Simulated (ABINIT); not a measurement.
LiCl in ABINIT: the effect of functional

LiCl:

```
Cl Li
1.0
     0.00000    2.56477    2.56477
     2.56477    0.00000    2.56477
     2.56477    2.56477    0.00000
Cl Li
1 1
Direct
  0.50000 0.50000 0.50000
  0.00000 0.00000 0.00000
```

Alike in all runs:

- Program: ABINIT 10.8.3 (patched build)
- Task: single point
- Potentials or basis: SG15 NC PBE v1.2
- Cutoff: 707 eV
- k mesh: 6 × 6 × 6
- Occupations: fixed
- Spin: no spin polarisation

**Question.** One run gave: gap on the mesh 8.41 eV. Which functional did it use?
A. PBEsol
B. HSE06
C. PBE0

**Answer.** C.

```csv
functional,gap on the mesh (eV)
PBEsol,6.10
HSE06,7.60
PBE0,8.41
```

Caveats: Libxc's HSE differs a little from that of other programs (some runs).

A k mesh can miss the band edges.

Runs at the PBE level aren't shown here.
